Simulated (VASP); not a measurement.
# Pd (Fd-3m) in VASP: further runs, part 2 of 2

VASP 6.6.1. Earlier steps stand in the parts before.

**3. Single point, RPBE**

This run uses another cell than the first one, of 28.75 Å³/atom, 1.120 times its volume.

INCAR

```
SYSTEM = Pd
ALGO = Normal
EDIFF = 1E-6
ENCUT = 520
GGA = RP
ISIF = 2
ISMEAR = -1
LASPH = .TRUE.
LCHARG = .FALSE.
LREAL = .FALSE.
LWAVE = .FALSE.
NBANDS = 17
NELM = 100
PREC = Accurate
SIGMA = 0.1
```

KPOINTS

```
k-points
0
G
  10 10 10
  0 0 0
```

POSCAR

```
Pd
1.0
    0.0000000000      3.0634990360      3.0634990360
    3.0634990360      0.0000000000      3.0634990360
    3.0634990360      3.0634990360      0.0000000000
Pd
2
Direct
    0.1250000000      0.1250000000      0.1250000000
    0.8750000000      0.8750000000      0.8750000000
```

Potentials or basis: VASP PAW PBE potentials, release 64 (Pd).

Command:

```console
cat potpaw_PBE.64/Pd/POTCAR > POTCAR
mpirun -np 1 vasp_std > vasp.out
```

OUTCAR:

```text
SYSTEM = Pd
   EDIFF = 1E-6
   ENCUT = 520
   GGA = RP
   ISIF = 2
   ISMEAR = -1
   LASPH = .TRUE.
   LREAL = .FALSE.
   NELM = 100
   PREC = Accurate

 ion  position               nearest neighbor table
   1  0.125  0.125  0.125-   2 2.65   2 2.65   2 2.65   2 2.65
   2  0.875  0.875  0.875-   1 2.65   1 2.65   1 2.65   1 2.65

  LATTYP: Found a face centered cubic cell.
 ALAT       =     6.1269980720

  Lattice vectors:

 A1 = (   0.0000000000,   3.0634990360,   3.0634990360)
 A2 = (   3.0634990360,   0.0000000000,   3.0634990360)
 A3 = (   3.0634990360,   3.0634990360,   0.0000000000)

Analysis of symmetry for initial positions (statically):
=====================================================================
 Subroutine PRICEL returns:
 Original cell was already a primitive cell.

 Routine SETGRP: Setting up the symmetry group for a
 face centered cubic supercell.

 Subroutine GETGRP returns: Found 48 space group operations
 (whereof 12 operations were pure point group operations)
 out of a pool of 48 trial point group operations.

The static configuration has the point symmetry D_3d.
[... 161 lines left out ...]
  energy without entropy =       -7.02532223  energy(sigma->0) =       -7.11734315

 E-fermi :   2.6344     XC(G=0):  -8.8628

 val. band max:        2.6340967907   @ k =  -0.3000   0.4000   0.2000
 cond. band min:       2.6369081631   @ k =   0.3000   0.2000   0.0000
 fundamental gap:      0.0028113723
 Fermi energy:         2.6344082441

 k-point     1 :       0.0000    0.0000    0.0000
  band No.  band energies     occupation
      1      -1.0148      2.00000
      2       0.0399      2.00000
      3       0.0399      2.00000
      4       0.0933      2.00000
      5       0.0933      2.00000
      6       0.0933      2.00000
[... 457 lines left out ...]
      4       0.3484      2.00000
      5       0.6524      2.00000
      6       0.7700      2.00000
[... 9 lines left out ...]
     16      12.2523      0.00000
     17      18.0911      0.00000

 [... further k-points ...]

------------------------ aborting loop because EDIFF is reached ----------------------------------------

  FORCE on cell =-STRESS in cart. coord.  units (eV):
  Direction    XX          YY          ZZ          XY          YZ          ZX
  --------------------------------------------------------------------------------------
  -------------------------------------------------------------------------------------
  Total       -1.6463276     -1.6463276     -1.6463276      0.0000000     -0.0000000      0.0000000
  in kB      -45.8715695    -45.8715695    -45.8715695      0.0000000     -0.0000000      0.0000000
  external PRESSURE =     -45.8715695 kB  Pullay stress =       0.0000000 kB

 VOLUME and BASIS-vectors are now :
 -----------------------------------------------------------------------------
  energy-cutoff  :      520.00
  volume of cell :       57.50
      direct lattice vectors                 reciprocal lattice vectors
     0.000000000  3.063499036  3.063499036    -0.163212064  0.163212064  0.163212064
     3.063499036  0.000000000  3.063499036     0.163212064 -0.163212064  0.163212064
     3.063499036  3.063499036  0.000000000     0.163212064  0.163212064 -0.163212064

 POSITION                                       TOTAL-FORCE (eV/Angst)
 -----------------------------------------------------------------------------------
      0.76587      0.76587      0.76587         0.000000     -0.000000     -0.000000
      5.36112      5.36112      5.36112        -0.000000      0.000000      0.000000
 -----------------------------------------------------------------------------------
    total drift:                                0.000000      0.000000     -0.000000

  FREE ENERGIE OF THE ION-ELECTRON SYSTEM (eV)
  ---------------------------------------------------
  free  energy   TOTEN  =        -7.2093640709 eV

  energy  without entropy=       -7.0253222325  energy(sigma->0) =       -7.11734315
```

Run time: 14 s. Hardware: 1 thread of Intel Xeon 6975P-C (Granite Rapids), shared host; peak memory 0.18 GiB.

Results:

```yaml
Free_energy: -7.2094 eV
Pressure: -4.6 GPa
Band_gap_on_the_k_mesh: none (metal or under the smearing width)
```

Caveat: the PAW data sets were made with another functional, which shifts forces and pressure a little.

**4. Single point, RPBE**

INCAR

```
SYSTEM = Pd
PREC = Accurate
ENCUT = 520
EDIFF = 1E-6
ISMEAR = -1
SIGMA = 0.1
LREAL = .False.
LASPH = .True.
NELM = 80
ALGO = Fast
ISIF = 2
LWAVE = .False.
LCHARG = .False.
GGA = RP
NBANDS = 17
```

KPOINTS

```
regular mesh
0
Gamma
  10 10 10
  0 0 0
```

POSCAR

```
Pd
1.0
    0.0000000000      2.9499302031      2.9499302031
    2.9499302031      0.0000000000      2.9499302031
    2.9499302031      2.9499302031      0.0000000000
Pd
2
Direct
    0.1250000000      0.1250000000      0.1250000000
    0.8750000000      0.8750000000      0.8750000000
```

Command:

```console
cat potpaw_PBE.64/Pd/POTCAR > POTCAR
mpirun -np 1 vasp_std > vasp.out
```

It took 14 s on 1 thread of Intel Xeon 6975P-C (Granite Rapids), shared host; peak memory 0.19 GiB.

Results (log left out):

- Free energy: -7.3114 eV
- Pressure: -0.2 GPa
- Band gap on the k mesh: none (metal or under the smearing width)

Levels at points of the mesh, in eV from the Fermi level:
| k point | band 6 | band 7 | band 8 | band 9 | band 10 | band 11 | band 12 | band 13 | band 14 | band 15 |
| --- | --- | --- | --- | --- | --- | --- | --- | --- | --- | --- |
| (0.00, 0.00, 0.00) | -2.97 | -1.22 | -1.22 | -1.22 | -0.20 | -0.20 | 11.20 | 11.20 | 11.20 | 11.70 |
| (0.50, 0.00, 0.00) | -2.77 | -0.96 | -0.96 | -0.33 | -0.33 | 0.20 | 1.22 | 8.24 | 8.24 | 10.51 |
| (0.50, 0.50, 0.00) | -1.75 | -1.67 | -1.67 | -0.17 | -0.17 | 1.90 | 1.90 | 4.81 | 4.81 | 9.21 |

Caveat: the PAW data sets were made with another functional, which shifts forces and pressure a little.

**5. Single point, RPBE**

This run uses another cell than the first one, of 22.59 Å³/atom, 0.880 times its volume.

INCAR

```
SYSTEM = Pd
  ALGO = Fast
  EDIFF = 1E-6
  ENCUT = 520
  GGA = RP
  ISIF = 2
  ISMEAR = -1
  LASPH = .TRUE.
  LCHARG = .FALSE.
  LREAL = .FALSE.
  LWAVE = .FALSE.
  NBANDS = 17
  NELM = 100
  PREC = Accurate
  SIGMA = 0.1
```

KPOINTS

```
k-points
0
G
  10 10 10
  0 0 0
```

POSCAR

```
Pd
1.0
    0.0000000000      2.8268708304      2.8268708304
    2.8268708304      0.0000000000      2.8268708304
    2.8268708304      2.8268708304      0.0000000000
Pd
2
Direct
    0.1250000000      0.1250000000      0.1250000000
    0.8750000000      0.8750000000      0.8750000000
```

Command:

```console
cat potpaw_PBE.64/Pd/POTCAR > POTCAR
mpirun -np 1 vasp_std > vasp.out
```

Wall time 17 s (1 thread of Intel Xeon 6975P-C (Granite Rapids), shared host); peak memory 0.17 GiB.

Results (log left out):

```
Free energy            : -7.1578 eV
Pressure               : 9.3 GPa
Band gap on the k mesh : none (metal or under the smearing width)
```

Levels at points of the mesh, in eV from the Fermi level:
```
           k point  band 8  band 9  band 10  band 11  band 12  band 13
(0.00, 0.00, 0.00)   -1.48   -1.48    -0.19    -0.19    12.21    12.21
(0.50, 0.00, 0.00)   -1.13   -0.37    -0.37    -0.17     1.39     8.91
(0.50, 0.50, 0.00)   -2.02   -0.18    -0.18     2.03     2.03     4.93
```

Caveat: the PAW data sets were made with another functional, which shifts forces and pressure a little.

**6. The runs side by side**

| cell | k mesh | gap on the mesh (eV) | pressure (GPa) |
| --- | --- | --- | --- |
| Fd-3m, 25.67 Å³/atom | 15 × 15 × 15 | none | -0.2 |
| Fd-3m, 28.75 Å³/atom | 10 × 10 × 10 | none | -4.6 |
| Fd-3m, 25.67 Å³/atom | 10 × 10 × 10 | none | -0.2 |
| Fd-3m, 22.59 Å³/atom | 10 × 10 × 10 | none | 9.3 |

Alike in all rows: task single point; level RPBE; potentials or basis VASP PAW PBE potentials, release 64 (Pd); no spin polarisation; cutoff (eV) 520; smearing fermi-dirac 0.1 eV.

Every run on the cell as given and a fine mesh finds a metal.

Caveats: the PAW data sets were made with another functional, which shifts forces and pressure a little.

Total energies depend on the potentials used, so only differences within one code and one set of settings carry meaning.
